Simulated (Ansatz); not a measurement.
All numbers below come from DFT PBE, scalar-relativistic, plane waves, PAW (Ansatz 0.2.0). Settings: cutoff 420 eV, Γ-centred meshes spaced at most about 0.3 Å⁻¹, and about 0.25 Å⁻¹ or finer for metals (2π included), Gaussian smearing. No spin polarisation.

These are static total energies at zero pressure.

Two forms of GaSe4 were relaxed alike.

A.

```
CELL_PARAMETERS angstrom
5.55551 0.00000 0.00000
0.00000 5.55551 0.00000
0.00000 0.00000 9.46615
ATOMIC_POSITIONS crystal
Ga 0.00000 0.00000 0.75000
Ga 0.00000 0.00000 0.25000
Se 0.72755 0.27245 0.62482
Se 0.27245 0.72755 0.62482
Se 0.72755 0.72755 0.87518
Se 0.27245 0.27245 0.87518
Se 0.72755 0.27245 0.37517
Se 0.27245 0.72755 0.37517
Se 0.27245 0.27245 0.12483
Se 0.72755 0.72755 0.12483
```

B.

```
CELL_PARAMETERS angstrom
3.78935 0.00000 0.00000
-1.89467 3.28167 0.00000
0.00000 0.00000 21.97328
ATOMIC_POSITIONS crystal
Ga 0.00000 0.00000 0.05601
Ga 0.00000 0.00000 0.94399
Se 0.33333 0.66667 0.10978
Se 0.66667 0.33333 0.89022
Se 0.33333 0.66667 0.71508
Se 0.00000 0.00000 0.64449
Se 0.00000 0.00000 0.35551
Se 0.33333 0.66667 0.42624
Se 0.66667 0.33333 0.57376
Se 0.66667 0.33333 0.28492
```

Problem. Which form is favoured at zero pressure, and by what margin per atom?

Solution. B is lower, by 54 meV/atom. A has space group P4_2/mcm (No. 132), 29.2 Å³/atom and no gap on its mesh; B has space group P-3m1 (No. 164), 27.3 Å³/atom and a gap of 0.41 eV. Counting Se atoms around Ga (those within 1.25 times the shortest such distance or 1.15 times the sum of covalent radii), A has Ga 4 and B has Ga 3. A holds Se–Se pairs (shortest 2.36 Å); in B the shortest Se–Se distance is 2.68 Å, near bonding range too. In A, around Ga lie 4 Se at 2.45 Å; around Se lie 1 Se at 2.36 Å and 1 Ga at 2.45 Å. In B, Ga has 1 Ga at 2.46 Å and 3 Se at 2.49 Å; Se on its first site has 3 Ga at 2.49 Å; Se on its second site has 3 Se at 2.68 Å; 2 more sites not described. Both come from invented guesses.

No dispersion correction is applied, so the spacing and binding between layers, chains or molecules are poorly described (P4_2/mcm, P-3m1), and this can change margins and order among such cells. Kohn–Sham gaps at this level usually fall short of measured ones. Cells relaxed within their symmetry can be saddle points.

The lower energy of B does not point to a stable GaSe4 compound, because its coordinates describe GaSe layers alternating with slabs of elemental Se. The Ga–Ga bond at 2.46 Å pairs the electrons left on formally divalent Ga, and the selenide layer is closed-shell beside neutral Se, consistent with a gap. In A, diselenide bridges link the Ga atoms into chains. Trivalent Ga cannot supply enough electrons to fill all the diselenide antibonding levels, which leaves holes in Se p states and explains the missing gap. This electron deficit may contribute to A's higher energy, though uneven neglect of dispersion could also affect the margin.

The Se slabs in B are themselves unusual: contacts of 2.68 Å are long for Se–Se single bonds and suggest delocalised, electron-rich multicentre bonding, whereas ordinary selenium forms two-coordinate chains or rings. Excess Se would also be expected to oxidise the Ga–Ga units towards Ga2Se3, so the ranking leaves open whether either form survives against Ga2Se3 and selenium.
